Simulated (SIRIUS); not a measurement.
A run of SIRIUS 7.12.0:

Contents of sirius.json:

```json
{
  "control": {
    "processing_unit": "cpu",
    "verbosity": 2,
    "num_bands_to_print": 44,
    "print_forces": true,
    "print_stress": true
  },
  "parameters": {
    "electronic_structure_method": "pseudopotential",
    "xc_functionals": ["XC_GGA_X_PBE", "XC_GGA_C_PBE"],
    "gk_cutoff": 9.2,
    "pw_cutoff": 18.4,
    "ngridk": [3, 3, 3],
    "shiftk": [0, 0, 0],
    "smearing": "fermi_dirac",
    "smearing_width": 0.0018374661,
    "num_bands": 44,
    "num_mag_dims": 0,
    "num_dft_iter": 100,
    "energy_tol": 1e-08,
    "density_tol": 1e-06
  },
  "iterative_solver": {
    "type": "davidson",
    "min_tolerance": 1e-10
  },
  "mixer": {
    "type": "anderson",
    "beta": 0.7,
    "max_history": 8
  },
  "settings": {
    "tol_ne": 1e-10,
    "pseudo_grid_cutoff": 6.5
  },
  "unit_cell": {
    "lattice_vectors": [
      [-8.450931801029, 8.450931801029, 4.935530661918],
      [8.450931801029, -8.450931801029, 4.935530661918],
      [8.450931801029, 8.450931801029, -4.935530661918]
    ],
    "atom_coordinate_units": "lattice",
    "atom_types": ["Si", "O"],
    "atom_files": {
      "Si": "Si.json",
      "O": "O.json"
    },
    "atoms": {
      "Si": [
        [0.82311142, 0.82311142, 0.64622284],
        [0.17688858, 0.82311142, 0.0],
        [0.82311142, 0.17688858, 0.0],
        [0.17688858, 0.17688858, 0.35377716]
      ],
      "O": [
        [0.0, 0.79145134, 0.79145134],
        [0.20854866, 0.0, 0.20854866],
        [0.79145134, 0.0, 0.79145134],
        [0.0, 0.20854866, 0.20854866],
        [0.0, 0.0, 0.5],
        [0.5, 0.0, 0.0],
        [0.0, 0.5, 0.0],
        [0.5, 0.5, 0.5]
      ]
    }
  }
}
```

Potentials or basis: PseudoDojo 0.5 PBE standard (scalar relativistic).

Command:

```sh
$ upf_to_json Si.upf
$ upf_to_json O.upf
$ OMP_NUM_THREADS=4 sirius.scf --input=sirius.json --output=out.json --task=0
```

Hardware: 4 threads of AMD EPYC 7R43 64-Core Processor (Zen 3), on a shared host.

Question: How long does it take, and how much memory?

Answer: Run time: 72 s on 4 threads of AMD EPYC 7R43 64-Core Processor (Zen 3), with other jobs on the host, peak memory 0.92 GiB. Counts: scf iterations 20, k points 6, plane waves 18523, bands 44.
